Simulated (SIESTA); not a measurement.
The system is BaTiO3.

```
CELL_PARAMETERS angstrom
3.99980 0.00000 0.00000
0.00000 3.99980 0.00000
0.00000 0.00000 4.01800
ATOMIC_POSITIONS crystal
Ba 0.00000 0.00000 0.00000
Ti 0.50000 0.50000 0.49000
O 0.00000 0.50000 0.51700
O 0.50000 0.00000 0.51700
O 0.50000 0.50000 0.01900
```

Base run:

```yaml
Program: SIESTA 5.4.2
Functional: PBE
Potentials_or_basis: PseudoDojo 0.4 standard (PBE files)
Basis: DZP (energy shift 0.003 Ry; two zetas on semicore shells; d shell added on Ba)
Grid_cutoff: 800 Ry
Energy_shift: 0.003 Ry
k_mesh: 7 × 7 × 7
Occupations: fermi-dirac, width 0.05 eV
Spin: no spin polarisation
```

Its results: band gap on the k mesh 1.81 eV, indirect (least direct gap 1.99 eV); pressure 4.6 GPa; largest force 0.213 eV/Å.

Problem. The run is repeated on the same cell with these changes: k mesh from 7 × 7 × 7 to 5 × 5 × 5. What comes out?

Solution. Band gap on the k mesh 1.87 eV, indirect (least direct gap 1.99 eV); pressure 4.6 GPa; largest force 0.220 eV/Å.

Caveats: this set's barium file shifts pressures by up to 1 GPa against other sets; spin-orbit coupling is left out, which moves the levels of the heavy elements; an odd mesh through Γ misses points on the zone boundary, where band edges often lie; the basis of atomic orbitals isn't converged, which shifts pressures, moduli and gaps.

Not every run made on this cell is shown here.
